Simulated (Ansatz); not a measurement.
Base system: BaSnO₃ in the cubic perovskite structure (space group Pm-3m, No. 221; a = 4.1216 Å). Axes: x, y, z lie along the cube axes.

All numbers come from Ansatz (an electronic-structure program) PBEsol, without spin-orbit coupling, earlier PAW set.

For the base:

```
Quantity                Value
-------------  --------------
Pressure             0.01 GPa
Electron mass  0.16 mₑ (at Γ)
```

One thing is altered: the cell is stretched by 2.16 % along y with no lateral relaxation; the atoms relax in the strained cell.

Problem. What does the calculation give for the pressure after the change?

Solution. The pressure (mean of the normal stresses, compression positive) decreases by 2.97 GPa to -2.96 GPa.

Problem. How does this affect the energy relative to the base?

Solution. The energy grows by 5.4 meV/atom.

Problem. What happens to the electron mass?

Solution. The electron mass becomes 0.14 mₑ (at Γ) (base: 0.16 mₑ (at Γ)).

The levels and masses belong to the bands next to the band gap. Masses are band curvatures over ±0.01 Å⁻¹ around the edge. Stability against distortions was not tested.
